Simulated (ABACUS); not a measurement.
# Pt (Fm-3m) in ABACUS: settings compared

Aim: see how the results for Pt move with the level of theory and the settings. Levels: OLYP, revTPSS. Tasks: single point.

All numbers are computed with ABACUS 3.10.1; they aren't measurements. Logs are shortened: lines on timing, memory, paths and dates and some standing lists are left out, and cuts for length are marked.

### 1 Starting point

It takes space group Fm-3m (No. 225, cubic). The conventional cell has a = 3.922 Å, b = 3.922 Å, c = 3.922 Å, α = 90.00°, β = 90.00°, γ = 90.00°. Pt (site symmetry m-3m) is surrounded by 12 Pt at 2.77 Å.

### 2 Single point, OLYP

INPUT reads:

```
INPUT_PARAMETERS
suffix              Pt
calculation         scf
basis_type          pw
pseudo_dir          ./
latname             fcc
symmetry            1
dft_functional      GGA_X_OPTX+GGA_C_LYP
ecutwfc             40
pseudo_rcut         10
nspin               1
nbands              18
ks_solver           dav
smearing_method     fd
smearing_sigma      0.00367493
scf_thr             1e-08
scf_nmax            100
mixing_type         broyden
mixing_beta         0.7
cal_force           1
cal_stress          1
ecutrho             320
out_chg             1
kpar                4
```

STRU reads:

```
ATOMIC_SPECIES
Pt 195.0840 pt_pbe_v1.4.uspp.F.UPF

LATTICE_CONSTANT
7.4111279156

ATOMIC_POSITIONS
Direct

Pt
0.0
1
0.0000000000 0.0000000000 0.0000000000 1 1 1
```

KPT reads:

```
K_POINTS
0
Gamma
10 10 10 0 0 0
```

Potentials or basis: GBRV ultrasoft 1.5 PBE, plane waves.

The run is started by

```console
$ OMP_NUM_THREADS=1 mpirun -np 4 abacus > log
```

running log:

```text
ABACUS v3.10.1

               Atomic-orbital Based Ab-initio Computation at UStc

 ------------------------------------------------------------------------------------

 READING GENERAL INFORMATION
                           global_out_dir = OUT.Pt/
                           global_in_card = INPUT
                               pseudo_dir = ./
                              orbital_dir =
                                    DSIZE = 4
                                    GSIZE = 1

 READING UNITCELL INFORMATION
                                    ntype = 1
                  lattice constant (Bohr) = 7.41113
              lattice constant (Angstrom) = 3.9218

 READING ATOM TYPE 1
                               atom label = Pt
                      L=0, number of zeta = 1
                      L=1, number of zeta = 1
                      L=2, number of zeta = 1
             number of atom for this type = 1

                        TOTAL ATOM NUMBER = 1
DIRECT COORDINATES
    atom                   x                   y                   z     mag                  vx                  vy                  vz
taud_Pt1            0.0000000000        0.0000000000        0.0000000000  0.0000        0.0000000000        0.0000000000        0.0000000000

                          Volume (Bohr^3) = 101.764
                             Volume (A^3) = 15.0798

 Lattice vectors: (Cartesian coordinate: in unit of a_0)
                 -0.5                  +0                +0.5
                   +0                +0.5                +0.5
                 -0.5                +0.5                  +0
 Reciprocal vectors: (Cartesian coordinate: in unit of 2 pi/a_0)
                   -1                  -1                  +1
                   +1                  +1                  +1
                   -1                  +1                  -1
 The esolver type has been set to : ksdft_pw

                PAO radial cut off (Bohr) = 10

 Read in pseudopotential file is pt_pbe_v1.4.uspp.F.UPF
                     pseudopotential type = US
          exchange-correlation functional = PBE
                 nonlocal core correction = 1
                        valence electrons = 16
                                     lmax = 2
                           number of zeta = 4
                     number of projectors = 6
                           L of projector = 0
                           L of projector = 0
                           L of projector = 1
                           L of projector = 1
                           L of projector = 2
                           L of projector = 2
 XC functional updated to : GGA_X_OPTX+GGA_C_LYP
          exchange-correlation functional = GGA_X_OPTX+GGA_C_LYP
     initial pseudo atomic orbital number = 12

 SETUP THE ELECTRONS NUMBER
            electron number of element Pt = 16
      total electron number of element Pt = 16
            AUTOSET number of electrons:  = 16
                           occupied bands = 8
                                   NBANDS = 18
                                   NLOCAL = 9

%%%%%%%%%%%%%%%%%%%%%%%%%%%%%%%%%%%%%%%%%%%%%%%%%%%%%%%%%%%%%%%%%%%%%%%%%%%%%%%%%%%%%%%%%%%%%%%%%%%%%%%%%%
 Warning: the number of valence electrons in pseudopotential > 10 for Pt: [Xe] 4f14 5d9 6s1
 Pseudopotentials with additional electrons can yield (more) accurate outcomes, but may be less efficient.
 If you're confident that your chosen pseudopotential is appropriate, you can safely ignore this warning.
%%%%%%%%%%%%%%%%%%%%%%%%%%%%%%%%%%%%%%%%%%%%%%%%%%%%%%%%%%%%%%%%%%%%%%%%%%%%%%%%%%%%%%%%%%%%%%%%%%%%%%%%%%

 SETUP THE PLANE WAVE BASIS
 energy cutoff for charge/potential (unit:Ry) = 160
            fft grid for charge/potential = [ 24, 24, 24 ]
                        fft grid division = [ 1, 1, 1 ]
        big fft grid for charge/potential = [ 30, 30, 30 ]
                                     nbxx = 27000
                                     nrxx = 13824

 SETUP PLANE WAVES FOR CHARGE/POTENTIAL
                    number of plane waves = 3479
                         number of sticks = 301

 PARALLEL PW FOR CHARGE/POTENTIAL
     PROC   COLUMNS(POT)             PW
        1            301           3479
 --------------- sum -------------------
        1            301           3479
                            number of |g| = 76
                                  max |g| = 219
                                  min |g| = 0

 energy cutoff for dense charge/potential (unit:Ry) = 320
      fft grid for dense charge/potential = [ 30, 30, 30 ]
                                     nrxx = 27000

 SETUP PLANE WAVES FOR dense CHARGE/POTENTIAL
                    number of plane waves = 9841
                         number of sticks = 595

 PARALLEL PW FOR dense CHARGE/POTENTIAL
     PROC   COLUMNS(POT)             PW
[... 30 lines left out ...]
                             BRAVAIS TYPE = 3
                     BRAVAIS LATTICE NAME = 03. Cubic F (face-centered)
                                    ibrav = 3
                                    IBRAV = 3
                                  BRAVAIS = FACE CENTERED CUBIC
                       LATTICE CONSTANT A = 1
Original cell was already a primitive cell.
                        ROTATION MATRICES = 48
              PURE POINT GROUP OPERATIONS = 48
                   SPACE GROUP OPERATIONS = 48
                              POINT GROUP = O_h
               POINT GROUP IN SPACE GROUP = O_h

 SETUP K-POINTS
                                    nspin = 1
                   Input type of k points = Monkhorst-Pack(Gamma)
                                   nkstot = 1000
                       right hand lattice = 1
(for reciprocal lattice: )
                             BRAVAIS TYPE = 2
                     BRAVAIS LATTICE NAME = 02. Cubic I (body-centered)
                                    ibrav = 2
                       right hand lattice = 1
(for k-lattice: )
                             BRAVAIS TYPE = 2
                     BRAVAIS LATTICE NAME = 02. Cubic I (body-centered)
                                    ibrav = 2
                       right hand lattice = 1
                        ROTATION MATRICES = 48
                               nkstot_ibz = 47
K-POINTS REDUCTION ACCORDING TO SYMMETRY
     IBZ    DIRECT_X    DIRECT_Y    DIRECT_Z  WEIGHT  ibz2bz
       1  0.00000000  0.00000000  0.00000000  0.0010       0
       2  0.10000000  0.10000000  0.10000000  0.0080       1
       3  0.20000000  0.20000000  0.20000000  0.0080       2
       4  0.30000000  0.30000000  0.30000000  0.0080       3
       5  0.40000000  0.40000000  0.40000000  0.0080       4
       6  0.50000000  0.50000000  0.50000000  0.0040       5
[... 22 lines left out ...]
      29  0.50000000  0.50000000  0.10000000  0.0240      45
      30 -0.20000000  0.40000000  0.40000000  0.0120      46
[... 17 further k points ...]

                               nkstot now = 47
[... K-POINTS DIRECT COORDINATES: 47 rows ...]

           k-point number in this process = 12
       minimum distributed K point number = 11
[... stars of the k points ...]

[... K-POINTS CARTESIAN COORDINATES: 12 rows ...]

[... K-POINTS DIRECT COORDINATES: 12 rows ...]

 SETUP PLANE WAVES FOR WAVE FUNCTIONS
     energy cutoff for wavefunc (unit:Ry) = 40
              fft grid for wave functions = [ 24, 24, 24 ]
                    number of plane waves = 609
                         number of sticks = 91

 PARALLEL PW FOR WAVE FUNCTIONS
     PROC   COLUMNS(POT)             PW
        1             91            609
 --------------- sum -------------------
        1             91            609

 SETUP NONLOCAL PSEUDOPOTENTIALS IN PLANE WAVE BASIS
 Pt non-local projectors:
 projector 1 L=0
 projector 2 L=0
 projector 3 L=1
 projector 4 L=1
 projector 5 L=2
 projector 6 L=2
      TOTAL NUMBER OF NONLOCAL PROJECTORS = 18

 Init Non-Local PseudoPotential table :
 Init Non-Local-Pseudopotential done.

                                     npwx = 439

 Make real space PAO into reciprocal space.
       max mesh points in Pseudopotential = 821
     dq(describe PAO in reciprocal space) = 0.01
                                    max q = 763

 number of pseudo atomic orbitals for Pt is 4
WARNING: norm of atomic wavefunction # 3 of atomic type Pt is 0.999984, renormalized
WARNING: norm of atomic wavefunction # 4 of atomic type Pt is 0.997102, renormalized

 -------------------------------------------
 SELF-CONSISTENT
 -------------------------------------------
                                 init_chg = atomic

 PW ALGORITHM --------------- ION=   1  ELEC=   1--------------------------------

 Density error is 0.586987139485
                          Error Threshold = 0.01
----------------------------------------------------------
     Energy           Rydberg                 eV
----------------------------------------------------------
 E_KohnSham     -211.4431539499      -2876.8316968092
 E_Harris       -217.6590823981      -2961.4037420656
 E_Fermi        1.8579032622         25.2780706987
----------------------------------------------------------
[... 63 lines left out ...]
 Density error is 4.72494352428e-10
                          Error Threshold = 1.31920799102e-10
----------------------------------------------------------
     Energy           Rydberg                 eV
----------------------------------------------------------
 E_KohnSham     -211.6078990671      -2879.0731691213
 E_KS(sigma->0) -211.6074483432      -2879.0670367088
 E_Harris       -211.6077714658      -2879.0714330168
 E_band         0.3783549523         5.1477832176
 E_one_elec     -20.1777665728       -274.5325983037
 E_Hartree      24.8723786510        338.4060724667
 E_xc           -57.9283223464       -788.1552594924
 E_Ewald        -158.3732873511      -2154.7791189668
 E_entropy(-TS) -0.0009014477        -0.0122648251
 E_descf        0.0000000000         0.0000000000
 E_exx          0.0000000000         0.0000000000
 E_Fermi        1.6465638275         22.4026501751
----------------------------------------------------------

 charge density convergence is achieved
 final etot is -2879.0731691 eV
 EFERMI = 22.402650175 eV

 STATE ENERGY(eV) AND OCCUPATIONS    NSPIN == 1
 1/12 kpoint (Cartesian) = 0.0000 0.0000 0.0000 (411 pws)
       1       -30.3033     0.00200000
       2       -30.3033     0.00200000
       3       -30.3033     0.00200000
       4        12.3474     0.00200000
       5        18.6438     0.00200000
       6        18.6438     0.00200000
[... 98 lines left out ...]
       5        18.5792     0.00800000
       6        18.5792     0.00800000
[... 10 lines left out ...]
      17        52.3323        0.00000
      18        57.8165        0.00000

[... levels at 6 further k points ...]

------------------------------------------------------------------------------------------
 TOTAL-FORCE (eV/Angstrom)
------------------------------------------------------------------------------------------
                       Pt1         0.0000000000         0.0000000000         0.0000000000
------------------------------------------------------------------------------------------

----------------------------------------------------------------
 TOTAL-STRESS (KBAR)
----------------------------------------------------------------
        33.6120196300        -0.0000000000        -0.0000000000
         0.0000000000        33.6120196300         0.0000000000
         0.0000000000         0.0000000000        33.6120196300
----------------------------------------------------------------
 TOTAL-PRESSURE: 33.612020 KBAR

 --------------------------------------------
 !FINAL_ETOT_IS -2879.0731691213422891 eV
 --------------------------------------------
```

Wall time 5.3 s (4 MPI ranks of AMD EPYC 7R43 (Zen 3), shared host); peak memory 0.32 GiB.

Results:

| Item | Value |
| --- | --- |
| Free energy | -2879.0732 eV |
| Pressure | 3.4 GPa |
| Band gap on the k mesh | none (metal or under the smearing width) |

Caveat: the potentials were made for another functional, which shifts forces and pressure. Spin-orbit coupling is left out, which matters for the levels of Pt.

### 3 Single point, revTPSS

INPUT, as its differences from that of step 2:

```diff
@@ -7,7 +7,7 @@
 symmetry            1
-dft_functional      GGA_X_OPTX+GGA_C_LYP
-ecutwfc             40
+dft_functional      MGGA_X_REVTPSS+MGGA_C_REVTPSS
+ecutwfc             97
 pseudo_rcut         10
 nspin               1
-nbands              18
+nbands              19
 ks_solver           dav
@@ -21,3 +21,3 @@
 cal_stress          1
-ecutrho             320
+mixing_tau          1
 out_chg             1
```

STRU, as its differences from that of step 2:

```diff
@@ -1,3 +1,3 @@
 ATOMIC_SPECIES
-Pt 195.0840 pt_pbe_v1.4.uspp.F.UPF
+Pt 195.0840 Pt_ONCV_PBE-1.2.upf
```

KPT reads:

```
K_POINTS
0
Gamma
8 8 8 0 0 0
```

Potentials or basis: SG15 ONCV 1.2 PBE, plane waves.

The run is started by

```console
$ OMP_NUM_THREADS=1 mpirun -np 4 abacus > log
```

running log:

```text
ABACUS v3.10.1

               Atomic-orbital Based Ab-initio Computation at UStc

 ------------------------------------------------------------------------------------

 READING GENERAL INFORMATION
                           global_out_dir = OUT.Pt/
                           global_in_card = INPUT
                               pseudo_dir = ./
                              orbital_dir =
                                    DSIZE = 4
                                    GSIZE = 1

 READING UNITCELL INFORMATION
                                    ntype = 1
                  lattice constant (Bohr) = 7.41113
              lattice constant (Angstrom) = 3.9218

 READING ATOM TYPE 1
                               atom label = Pt
[... 307 lines left out ...]
 charge density convergence is achieved
 final etot is -3297.963778 eV
 EFERMI = 23.245377937 eV

 STATE ENERGY(eV) AND OCCUPATIONS    NSPIN == 1
 1/8 kpoint (Cartesian) = 0.0000 0.0000 0.0000 (1639 pws)
       1       -75.7727     0.00390625
       2       -29.6086     0.00390625
       3       -29.6086     0.00390625
       4       -29.6086     0.00390625
       5        12.9778     0.00390625
       6        19.4788     0.00390625
[... 104 lines left out ...]
       6        18.9554      0.0234375
[... 11 lines left out ...]
      18        52.4308        0.00000
      19        55.5021        0.00000

[... levels at 2 further k points ...]

------------------------------------------------------------------------------------------
 TOTAL-FORCE (eV/Angstrom)
------------------------------------------------------------------------------------------
                       Pt1         0.0000000000         0.0000000000         0.0000000000
------------------------------------------------------------------------------------------

----------------------------------------------------------------
 TOTAL-STRESS (KBAR)
----------------------------------------------------------------
       -11.9025532620         0.0000000000         0.0000000000
         0.0000000000       -11.9025532620         0.0000000000
        -0.0000000000         0.0000000000       -11.9025532620
----------------------------------------------------------------
 TOTAL-PRESSURE: -11.902553 KBAR

 --------------------------------------------
 !FINAL_ETOT_IS -3297.9637780062180354 eV
 --------------------------------------------
```

Run time: 22 s. Hardware: 4 MPI ranks of Intel Xeon Platinum 8488C (Sapphire Rapids), shared host; peak memory 0.28 GiB.

Results:

| Quantity | Value |
| --- | --- |
| Free energy | -3297.9638 eV |
| Pressure | -1.2 GPa |
| Band gap on the k mesh | none (metal or under the smearing width) |

Caveat: the potentials were made for another functional, which shifts forces and pressure. The run has no spin-orbit coupling, so splittings on Pt are missing.
